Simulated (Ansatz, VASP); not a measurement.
# Sb8H: VASP beside Ansatz

```xyz
9
Lattice="4.3084 0.0000 0.0000 -2.1542 3.7312 0.0000 0.0000 0.0000 28.7832" Properties=species:S:1:pos:R:3 pbc="T T T"
Sb    2.1542    1.2437    8.0000
Sb    0.0000    0.0000    9.5092
Sb    0.0000    2.4875   11.7580
Sb    2.1542    1.2437   13.2672
Sb    0.0000    0.0000   15.5160
Sb    0.0000    2.4875   17.0252
Sb    2.1542    1.2437   19.2740
Sb    0.0000    0.0000   20.7832
H     2.1542    1.2437   17.5240
```

Alike in both runs: task relaxation of the atoms; functional PBE; k mesh 10 × 10 × 1; occupations gaussian, width 0.05 eV; no spin polarisation.

```csv
,VASP,Ansatz
version,VASP 6.6.1,Ansatz 0.2.0
potentials or method,"VASP PAW PBE potentials, release 64 (Sb, H)","scalar-relativistic, plane waves, PAW"
plane-wave cutoff (eV),520,420
valence electrons in the cell,41,121
```

|  | VASP | Ansatz | Ansatz less VASP |
| --- | --- | --- | --- |
| gap on the k mesh at the Fermi level, each at its own relaxed structure (eV) | none | none | - |
| energy change over the relaxation (meV/atom) | -42 | -43 | -0.3 |

A gap of «none» marks a metal or a gap that the smearing closes. The two sets of potentials don't hold the same shells in valence. Ansatz warned: «xc_potential_rough_in_thin_density».

The runs have no spin-orbit coupling, so splittings on Sb are missing.
